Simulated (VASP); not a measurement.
Write the native input for VASP 6.6.1 that does the following.

* Task: single point
* Functional: r2SCAN
* Potentials or basis: VASP PAW PBE potentials, release 64 (Mn_pv, O)
* Cutoff: 520 eV
* k mesh: 7 × 7 × 7
* Occupations: gaussian, width 0.05 eV
* Spin: collinear spin, ferromagnetic start
* Starting moments: [4.0, 0.0] μB
* Fixed moment: 1 μB
* Hubbard terms: Mn d U = 6 eV
* Further INCAR settings: ALGO = Normal; EDIFF = 1e-06; NBANDS = 20

The structure of MnO lies in POSCAR:

```
MnO
1.0
    0.0000000000      2.2220003300      2.2220003300
    2.2220003300      0.0000000000      2.2220003300
    2.2220003300      2.2220003300      0.0000000000
Mn O
1 1
Direct
    0.0000000000      0.0000000000      0.0000000000
    0.5000000000      0.5000000000      0.5000000000
```

These files were run (other wordings do the same):

INCAR

```
SYSTEM = MnO
PREC = Accurate ; ENCUT = 520
EDIFF = 1E-6 ; ISMEAR = 0
SIGMA = 0.05 ; LREAL = .FALSE.
LASPH = .TRUE. ; NELM = 120
ALGO = Normal ; ISIF = 2
LWAVE = .FALSE. ; LCHARG = .FALSE.
ISPIN = 2 ; MAGMOM = 4 0
LORBIT = 11 ; NUPDOWN = 1
LMAXMIX = 4 ; LDAU = .TRUE.
LDAUTYPE = 2 ; LDAUL = 2 -1
LDAUU = 6 0 ; LDAUJ = 0 0
LDAUPRINT = 1 ; METAGGA = R2SCAN
LMIXTAU = .TRUE. ; NBANDS = 20
```

KPOINTS

```
Automatic mesh
0
G
  7 7 7
  0 0 0
```

Potentials or basis: VASP PAW PBE potentials, release 64 (Mn_pv, O).

Command:

```console
$ cat potpaw_PBE.64/Mn_pv/POTCAR potpaw_PBE.64/O/POTCAR > POTCAR
$ mpirun -np 1 vasp_std > vasp.out
```

It gave:

```
Pressure                                              : 3.7 GPa
Net moment                                            : 1.00 μB per cell
Site moments                                          : Mn +0.96; O -0.06 μB
Valence electrons inside the program's atomic spheres : Mn 11.36; O 5.04
```

Caveat: the moment is held away from its start; the PAW data sets were made with another functional, which shifts forces and pressure a little; the total moment is fixed, so each spin has its own Fermi level; a cell with one magnetic atom can't hold antiferromagnetic order, which such compounds often take.

Wall time 42 s on 1 thread of Intel(R) Xeon(R) 6975P-C (Granite Rapids), on a shared host, peak memory 0.16 GiB.
